A semiconductor's computed gap depends on the density functional, the recipe that turns electron density into energy. Here the crystal is always the same: gallium phosphide with its atoms held in place. The "gap on path" is the smallest step from the filled to the empty bands along a line of crystal momenta. The "direct gap on path" is the smallest such step at one fixed momentum, near which strong light absorption begins. Three functionals, WC, mBEEF and r4SCAN, are still open.

Band gaps of zinc-blende GaP (cubic edge 5.4505 Å) from GPAW 26.7.0, using PAW density-functional theory with a 600 eV plane-wave cutoff, an 8 × 8 × 8 k mesh and Fermi–Dirac smearing of 0.05 eV. Spin-orbit coupling is added after the self-consistent run, and the gaps are taken along the path Γ–X–W–K–Γ–L–U–W–L–K|U–X.

```csv
functional,potentials,gap on path (eV),direct gap on path (eV)
PBEsol,PAW-data-sets-made-by gpaw-setup-for-the-functional,1.456,1.783
RPBE,GPAW-PAW-data-sets-(gpaw-data-1.2.1),1.680,1.990
BLYP,PAW-data-sets-made-by gpaw-setup-for-the-functional,1.690,1.756
BEEF-vdW,GPAW-PAW-data-sets-(gpaw-data-1.2.1),1.754,1.962
BP86,PAW-data-sets-made-by gpaw-setup-for-the-functional,1.601,1.793
C09-vdW,GPAW-PAW-data-sets-(gpaw-data-1.2.1),1.496,1.843
OLYP,PAW-data-sets-made-by gpaw-setup-for-the-functional,1.898,2.153
SCAN,GPAW-PAW-data-sets-(gpaw-data-1.2.1),1.837,2.307
TASK,GPAW-PAW-data-sets-(gpaw-data-1.2.1),2.371,3.205
WC,PAW-data-sets-made-by gpaw-setup-for-the-functional,?,?
mBEEF,GPAW-PAW-data-sets-(gpaw-data-1.2.1),?,?
r4SCAN,GPAW-PAW-data-sets-(gpaw-data-1.2.1),?,?
```

**(a) Which ingredients of a functional can widen the gap?**

*Solution.* Functionals of the GGA type respond to the gradient of the electron density $n$. To lowest order, exchange adds an energy $-C\int |\nabla n|^2/n^{4/3}$ with $C>0$. Its variation gives the potential

$$\Delta v=\frac{2C\,\nabla^2 n}{n^{4/3}}-\frac{4C}{3}\,\frac{|\nabla n|^2}{n^{7/3}} .$$

Where density peaks in a bond, the gradient vanishes, $\nabla^2 n$ is negative and the potential drops. In the voids of the lattice it rises. Valence electrons sit mainly in the bonds, while the conduction states reach further into the voids, so a stronger gradient term should pull the two apart. The picture is rough, since some conduction states also have weight close to the nuclei, where the density varies quite differently. From PBEsol to RPBE, whose exchange responds more strongly, both gaps do widen by about 0.2 eV. Correlation and the atomic data sets change as well, so exchange can't claim the whole step.

Meta-GGAs also respond to the kinetic-energy density. If the energy rises with it, each orbital pays an extra kinetic cost, usually larger for the more rapidly varying conduction states. TASK was designed with a strong response of this kind, and its gap on path lies 0.53 eV above that of SCAN, also a meta-GGA. Yet in this same gap the GGA OLYP lies slightly above SCAN, so the class of a functional doesn't settle the order.

Most pairs of rows differ in several ingredients at once. BP86 and BLYP, however, share their exchange, so the step between them comes from correlation, with the atomic data sets rebuilt to match. The gap on path widens by 0.09 eV, while the direct gap narrows by 0.04 eV. Even the lowest empty state need not be the same one. In BLYP the gap on path equals the gap on the regular mesh of momenta, while in the other known rows it is at least 0.03 eV smaller. BLYP's lowest empty state therefore probably lies at another momentum.

**(b) Predict both gaps for WC, mBEEF and r4SCAN.**

*Solution.* WC is treated as a point between PBEsol and RPBE. Its place is set by the exchange enhancement factor, which says how much the gradient strengthens exchange over that of a uniform electron gas. The factor is compared at a reduced gradient of 1, a value within the range met in solids. The result depends on this choice, and near the middle of a bond the gradient is far smaller. WC then lies 0.365 of the way from PBEsol to RPBE:

$$1.456+0.365\times(1.680-1.456)=1.54\ \text{eV}.$$

The same step gives 1.86 eV for the direct gap. PBEsol and RPBE fix the line, so they can't test it. BP86 and C09-vdW can, although their correlation differs as well, and there the rule errs by up to 0.09 eV for the gap on path and 0.16 eV for the direct gap. These misses set the error bars for WC. A simpler guess would be that WC equals PBEsol. For BP86 and C09-vdW, PBEsol's own values come closer than the rule in three of the four comparisons, a warning that the line is weak.

r4SCAN is a reworked SCAN and is given SCAN's values. mBEEF is put midway between BEEF-vdW, which shares its style of fitting to data, and SCAN, which shares its use of the kinetic-energy density. That midpoint is a judgement without a derivation, and the error bars of these two forecasts are judgements as well.

| Functional | Gap on path, eV | Direct gap on path, eV |
|---|---|---|
| WC | 1.54 ± 0.10 | 1.86 ± 0.17 |
| mBEEF | 1.80 ± 0.20 | 2.13 ± 0.30 |
| r4SCAN | 1.84 ± 0.12 | 2.31 ± 0.18 |

All three should keep an indirect gap and stay below TASK. Both gaps should rise from WC through mBEEF to r4SCAN, although for the gap on path the order of the last two is weak.

**(c) Compare with the computed values. What do the hits and misses teach?**

The withheld rows as computed:

```csv
functional,potentials,gap on path (eV),direct gap on path (eV)
WC,PAW-data-sets-made-by gpaw-setup-for-the-functional,1.451,1.742
mBEEF,GPAW-PAW-data-sets-(gpaw-data-1.2.1),2.130,2.487
r4SCAN,GPAW-PAW-data-sets-(gpaw-data-1.2.1),1.816,2.312
```

*Solution.* r4SCAN is a clear hit, within about 0.02 eV of SCAN in both gaps. The two share their basic construction, and the rework hardly touches the band edges of this crystal. The small difference left in the gap on path does not come from the spacing of points along the path: on the regular mesh of momenta, the same in both runs, r4SCAN also lies 0.025 eV below SCAN.

WC falls inside both error bars, but the reasoning behind its forecast fails. The model moved WC upward from PBEsol, whereas the computed gap on path is practically equal to PBEsol's and the direct gap is 0.04 eV smaller. The simpler guess was the better one.

One possible reason is that the model placed WC by its exchange alone. The gradient term of correlation has the opposite sign, and WC keeps the correlation of PBE, where that term is stronger than in PBEsol. What WC gains through exchange it can lose through correlation. Theory supports the direction of this effect, and the step from BP86 to BLYP shows that a change of correlation can move these gaps by several hundredths of an eV. A run combining WC exchange with PBEsol correlation would still be needed to measure the effect here.

mBEEF is a plain miss. Its gap on path is 2.13 eV, which is 0.33 eV above the forecast, and the direct gap exceeds its forecast by a similar amount. Both values lie outside their error bars and above both functionals that were averaged. The predicted order fails too, since mBEEF comes out above r4SCAN; the forecasts of an indirect gap and of a place below TASK hold for all three.

The average assumed that a functional with mixed features must have a gap between those of its relatives. The extra kinetic cost, however, depends on how steeply the energy changes with the kinetic-energy density, and neither a shared fitting style nor a shared class fixes that slope. A steep slope in mBEEF could help to explain the wide gap. This remains a guess, because the slope itself is not among the results.

For practical use, the functional belongs beside any quoted gap: over the twelve rows the gap on path runs from 1.45 eV for WC to 2.37 eV for TASK, with the atoms in the same places. A close relative was a good guide for r4SCAN and would have been one for WC, while an average of distant relatives misled for mBEEF. GGA gaps usually fall short of measured ones, but the spread alone does not show which functional is closest to nature. The gallium 3d electrons are frozen in these runs, which by itself shifts the gap, and each functional would prefer a slightly different cell size. Some of the atomic data sets were not made for the functional they are used with. The spin-orbit splittings come out too wide in these runs, but in all twelve rows the coupling lifts the top of the filled bands by only about 0.03 eV, far too little to make the spread. The output below lists the forecasts, the two test rows and the misses.

Numerical output:

```
PBEsol to RPBE, change of indirect gap (eV): 0.224
PBEsol to RPBE, change of direct gap (eV): 0.207
place of WC between PBEsol (0) and RPBE (1) by exchange enhancement at s of 1: 0.3649
control BP86, interpolated less computed indirect gap (eV): 0.04209
control BP86, interpolated less computed direct gap (eV): 0.1629
control C09-vdW, interpolated less computed indirect gap (eV): -0.08878
control C09-vdW, interpolated less computed direct gap (eV): -0.1051
same exchange, BP86 to BLYP, change of indirect gap (eV): 0.089
same exchange, BP86 to BLYP, change of direct gap (eV): -0.037
same correlation, BLYP to OLYP, change of indirect gap (eV): 0.208
same correlation, BLYP to OLYP, change of direct gap (eV): 0.397
OLYP less SCAN, indirect gap (eV): 0.061
SCAN to TASK, change of indirect gap (eV): 0.534
SCAN to TASK, change of direct gap (eV): 0.898
BLYP, mesh gap less path gap (eV): -0.0005
smallest mesh gap less path gap in the other known rows (eV): 0.0308
largest lift of the valence top by spin-orbit coupling in the known rows (eV): 0.03134
Forecasts and results in eV (known rows simply repeat their computed value):
       row  indirect forecast  its bar  indirect computed  computed less forecast  direct forecast  its bar (direct)  direct computed  computed less forecast (direct)  direct less indirect
    PBEsol              1.456        0              1.456                       0            1.783                 0            1.783                                0                 0.327
      RPBE               1.68        0               1.68                       0             1.99                 0             1.99                                0                  0.31
      BLYP               1.69        0               1.69                       0            1.756                 0            1.756                                0                 0.066
  BEEF-vdW              1.754        0              1.754                       0            1.962                 0            1.962                                0                 0.208
      BP86              1.601        0              1.601                       0            1.793                 0            1.793                                0                 0.192
   C09-vdW              1.496        0              1.496                       0            1.843                 0            1.843                                0                 0.347
      OLYP              1.898        0              1.898                       0            2.153                 0            2.153                                0                 0.255
      SCAN              1.837        0              1.837                       0            2.307                 0            2.307                                0                  0.47
      TASK              2.371        0              2.371                       0            3.205                 0            3.205                                0                 0.834
        WC              1.538      0.1              1.451                -0.08674            1.859              0.17            1.742                          -0.1165                 0.291
     mBEEF              1.796      0.2               2.13                  0.3345            2.135               0.3            2.487                           0.3525                 0.357
    r4SCAN              1.837     0.12              1.816                  -0.021            2.307              0.18            2.312                            0.005                 0.496
rival rule, WC less PBEsol, indirect gap (eV): -0.005
rival rule, WC less PBEsol, direct gap (eV): -0.041
```
